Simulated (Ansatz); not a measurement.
# CuI (Marshite): the cost of one run

Method: DFT LDA, scalar-relativistic, plane waves, PAW, in Ansatz 0.2.0.

The COD entry's cell or inner coordinates are ideal or old and differ from later refinements, so a difference from it is no clean test against experiment.

2 further runs of the same task are left out: 2 set aside as unsound or not needed.

### 1 The system as given

Symmetry: F-43m, No. 216, cubic system. Conventional cell: a = 5.862 Å, b = 5.862 Å, c = 5.862 Å, α = 90.00°, β = 90.00°, γ = 90.00°. Cu (site symmetry -43m) has 4 I at 2.54 Å as nearest neighbours. Around I (site symmetry -43m) lie 4 Cu at 2.54 Å.

Coordinates:

```cif
data_structure
_symmetry_space_group_name_H-M 'F-43m'
_symmetry_Int_Tables_number 216
_cell_length_a 5.8621
_cell_length_b 5.8621
_cell_length_c 5.8621
_cell_angle_alpha 90.000
_cell_angle_beta 90.000
_cell_angle_gamma 90.000
_cell_volume 201.44
loop_
_atom_site_label
_atom_site_type_symbol
_atom_site_symmetry_multiplicity
_atom_site_Wyckoff_symbol
_atom_site_fract_x
_atom_site_fract_y
_atom_site_fract_z
_atom_site_occupancy
Cu1 Cu 4 d 0.25000 0.25000 0.75000 1
I1 I 4 a 0.00000 0.00000 0.00000 1
```

It is the result of an earlier relaxation at this level (volume 25.18 Å³/atom; gap on the mesh: 1.22 eV).

The bulk reference comes from a run made before at the same settings: -6955.8997 eV/atom.

### 2 The (100) slab

Miller indices refer to the conventional cell of the relaxed bulk, F-43m (No. 216): a = 5.862 Å, b = 5.862 Å, c = 5.862 Å, α = 90.00°, β = 90.00°, γ = 90.00°.

The slab is a (100) slab, 13.2 Å thick as cut, with 15 Å of vacuum; its outer planes are I (top) and Cu (bottom).

The slab as cut. Its planes from the bottom up:

```tsv
plane	atoms per cell	height over the lowest (Å)
1	Cu	0.00
2	I	1.47
3	Cu	2.93
4	I	4.40
5	Cu	5.86
6	I	7.33
7	Cu	8.79
8	I	10.26
9	Cu	11.72
10	I	13.19
```

### 3 The slab as cut, atoms at the bulk's places

A dipole layer in the vacuum cancels the field that periodic copies would set up if the slab's two faces differ.

input.yaml

```yaml
crystal:
  lattice:
    - [4.1451181441, 0.0, 0.0]
    - [0.0, 4.1451181441, 0.0]
    - [0.0, 0.0, 28.1896851682]
  atoms:
    - { symbol: Cu, position: [0.5, 0.0, 0.2660547628] }
    - { symbol: I, position: [0.5, 0.5, 0.3180425933] }
    - { symbol: Cu, position: [0.0, 0.5, 0.3700304238] }
    - { symbol: I, position: [0.0, 0.0, 0.4220182543] }
    - { symbol: Cu, position: [0.5, 0.0, 0.4740060848] }
    - { symbol: I, position: [0.5, 0.5, 0.5259939152] }
    - { symbol: Cu, position: [0.0, 0.5, 0.5779817457] }
    - { symbol: I, position: [0.0, 0.0, 0.6299695762] }
    - { symbol: Cu, position: [0.5, 0.0, 0.6819574067] }
    - { symbol: I, position: [0.5, 0.5, 0.7339452372] }
basis:
  ecutwfc: 420
kpoints:
  mp_grid: { grid: [7, 7, 1] }
hamiltonian:
  xc: lda
scf:
  occupations: { method: gaussian, width: 0.05 }
output:
  forces: true
  stress: true
  eigenvalues: true
efield:
  axis: 3
  dipole_correction: true
```

On the command line:

```sh
ansatz run input.yaml --threads 2 --pin off --max-ram 5120MiB --backend cpu --events-out ev --progress --plain --runs-dir out
```

**Question.** How long does this run take on 2 threads of Arm Neoverse V2, shared host, and how much memory does it need?

About 60 s, with a peak of 1.1 GiB.
